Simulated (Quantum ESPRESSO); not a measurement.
Crystal: Sb.

```xyz
2
Lattice="3.1224 0.0000 0.0000 0.0000 4.3475 0.0000 -0.0389 0.0000 4.4059" Properties=species:S:1:pos:R:3 pbc="T T T"
Sb    0.0262    1.0869    1.0625
Sb    3.0573    3.2606    3.3433
```

This isn't the form of Sb at room conditions, which is rhombohedral.

```yaml
Program: Quantum ESPRESSO 7.5
Task: single point
Functional: PBEsol
Potentials_or_basis: GBRV 1.5 PBEsol
Cutoff: 612 eV
Density_cutoff: 4898 eV
k_mesh: 9 × 6 × 6
Occupations: fermi-dirac, width 0.05 eV
Spin: no spin polarisation
```

On this cell: pressure -2.4 GPa; largest force 0.047 eV/Å; band gap on the k mesh none (metal or under the smearing width).

The same run follows on a disturbed copy (atoms moved at random, drawn with an rms of 0.05 Å):

```
Sb
1.0
     3.12240    0.00000    0.00000
     0.00000    4.34752    0.00000
    -0.03891    0.00000    4.40585
Sb
2
Direct
  0.01218 0.26149 0.24261
  0.00154 0.74648 0.76535
```

**Question.** What does the disturbed cell give?

**Answer.** The energy (extrapolated to zero smearing) moves by +1.6 meV/atom; pressure -2.2 GPa; largest force 0.099 eV/Å; band gap on the k mesh none (metal or under the smearing width).

Forces in eV/Å, atoms in the order of the input:
```
Sb  -0.013 -0.081  0.055
Sb   0.013  0.081 -0.055
```

Stress tensor (GPa, compression positive):
```
-1.68  0.01  0.09
 0.01 -2.53 -0.43
 0.09 -0.43 -2.31
```
